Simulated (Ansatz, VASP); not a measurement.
**Ge in VASP and in Ansatz**

```
Ge
1.0
     6.17530    0.00000    0.00000
     0.00000    6.17530    0.00000
     0.00000    0.00000    2.83415
Ge
4
Direct
  0.29249 0.00000 0.00000
  0.70751 0.00000 0.00000
  0.00000 0.70751 0.00000
  0.00000 0.29249 0.00000
```

Alike in both runs: functional PBE; k mesh 8 × 8 × 16; occupations gaussian, width 0.1 eV; no spin polarisation.

Ansatz relaxed the structure, and its values are those at the end. VASP's run is a single point on that final structure, the one shown.

```csv
,VASP,Ansatz
version,VASP 6.6.1,Ansatz 0.2.0
potentials or method,"VASP PAW PBE potentials, release 64 (Ge_d)","scalar-relativistic, plane waves, PAW"
plane-wave cutoff (eV),520,420
valence electrons in the cell,56,56
```

|  | VASP | Ansatz | Ansatz less VASP |
| --- | --- | --- | --- |
| gap on the k mesh at the Fermi level (eV) | none | none | - |
| pressure (GPa) | 0.0 | 0.0 | +0.01 |

A gap of «none» marks a metal or a gap that the smearing closes.
